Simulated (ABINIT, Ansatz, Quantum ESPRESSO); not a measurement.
# Cost and result for the electronic dielectric constant of AlN

Symmetry: F-43m, No. 216, cubic system. Conventional cell: a = 4.368 Å, b = 4.368 Å, c = 4.368 Å, α = 90.00°, β = 90.00°, γ = 90.00°. Al (site symmetry -43m) is surrounded by 4 N at 1.89 Å. Around N (site symmetry -43m) lie 4 Al at 1.89 Å.

Measurements of this composition are mostly on another form, of space group No. 186.

| rung | level | program and potentials | cutoff (eV) | k mesh | smearing | task | core time | chip | electronic dielectric constant | notes |
| --- | --- | --- | --- | --- | --- | --- | --- | --- | --- | --- |
| GGA | PBEsol | Ansatz, Ansatz PAW | 420 | 10 × 10 × 10 | fixed | Born charges and dielectric tensor | 18 s | Intel Xeon Platinum 8488C Sapphire Rapids | 4.63 | potentials made for PBE, which Ansatz adapts in part |
| LDA | LDA | Quantum ESPRESSO, GBRV 1.5 LDA | 612 | 6 × 6 × 6, shifted | fixed | phonons | 28 s | Intel Xeon Platinum 8488C Sapphire Rapids | 4.56 | cell relaxed first (10.28 Å³/atom) |
| GGA | AM05 | Quantum ESPRESSO, PseudoDojo 0.4.1 SR PBE standard | 1143 | 6 × 6 × 6, shifted | fixed | phonons | 40 s | AMD EPYC 9R45 Zen 5 | 4.64 | potentials made for PBE; cell relaxed first (10.52 Å³/atom) |
| GGA | WC | Quantum ESPRESSO, PseudoDojo 0.4.1 SR PBE standard | 1143 | 6 × 6 × 6, shifted | fixed | phonons | 40 s | AMD EPYC 9R45 Zen 5 | 4.62 | potentials made for PBE; cell relaxed first (10.55 Å³/atom) |
| GGA | PBE | Quantum ESPRESSO, GBRV 1.5 PBE | 612 | 6 × 6 × 6, shifted | fixed | phonons | 68 s | Intel Xeon Skylake/Cascade Lake | 4.58 | - |
| LDA | LDA | ABINIT, PseudoDojo NC SR LDA v0.4.1 standard | 980 | 4 × 4 × 4, 4 shifts | fixed | phonons | 1.8 min | Arm Neoverse V1 | 4.54 | - |
| GGA | PBE | Quantum ESPRESSO, SSSP 1.3 efficiency PBE | 816 | 6 × 6 × 6, shifted | fixed | phonons | 2.3 min | Intel Xeon Platinum 8488C Sapphire Rapids | 4.62 | cell relaxed first (10.67 Å³/atom) |
| LDA | LDA | Ansatz, Ansatz PAW | 420 | 7 × 7 × 7 | fixed | phonons | 2.3 min | Intel Xeon Skylake/Cascade Lake | 4.57 | potentials made for PBE, which Ansatz adapts in part |
| GGA + dispersion | PBE+D2 | Quantum ESPRESSO, PseudoDojo 0.4.1 SR PBE standard | 1143 | 6 × 6 × 6, shifted | fixed | phonons | 2.4 min | Arm Neoverse V1 | 4.56 | cell relaxed first (10.51 Å³/atom) |
| GGA | PBE | Ansatz, Ansatz PAW | 420 | 7 × 7 × 7 | fixed | phonons | 2.5 min | Intel Xeon Skylake/Cascade Lake | 4.58 | - |
| GGA | PBE | Quantum ESPRESSO, Ansatz NC SR PBE | 1238 | 6 × 6 × 6, shifted | fixed | phonons | 4 min | Intel Xeon Skylake/Cascade Lake | 4.56 | - |
| GGA | PBE | Quantum ESPRESSO, GBRV 1.5 PBE | 612 | 4 × 4 × 4, shifted | fixed | phonon dispersion | 4.1 min | Intel Xeon 6975P-C Granite Rapids | 4.64 | coarse mesh; cell relaxed first (10.70 Å³/atom) |
| GGA | PBE | ABINIT, PseudoDojo NC SR PBE v0.5 standard | 980 | 6 × 6 × 6, 4 shifts | fixed | dielectric tensor | 4.9 min | Arm Neoverse V1 | 4.54 | - |
| GGA | PBE | Quantum ESPRESSO, PseudoDojo 0.4.1 SR PBE standard | 1143 | 6 × 6 × 6, shifted | fixed | phonons and Raman activities | 35 min | Arm Neoverse N1 | 4.58 | cell relaxed first (10.65 Å³/atom) |
| GGA | PBE | Quantum ESPRESSO, PseudoDojo 0.4.1 SR PBE standard | 1143 | 4 × 4 × 4, shifted | fixed | phonon dispersion | 41 min | Arm Neoverse N1 | 4.59 | coarse mesh; cell relaxed first (10.65 Å³/atom) |

Times are single runs on shared hosts and different chips, so they are rough; meshes, cutoffs and the tasks' sizes weigh on the time. All rows: no spin polarisation. Smearing widths are in eV. Meshes differ between rows, which moves values too. All levels ran on this one cell, unrelaxed unless noted. Meshes are those of the run's cell of 2 atoms unless a note names another. Ansatz refines the mesh for the field response beyond the one shown. Runs on faulty files, with rough fits or with known faults for this quantity aren't shown. No row holds spin-orbit coupling.

By rung: LDA in relaxed cells 4.56; LDA 4.54 to 4.57; GGA 4.54 to 4.63; GGA in relaxed cells 4.58 to 4.64; GGA + dispersion in relaxed cells 4.56; GGA in relaxed cells on coarse meshes 4.59 to 4.64.
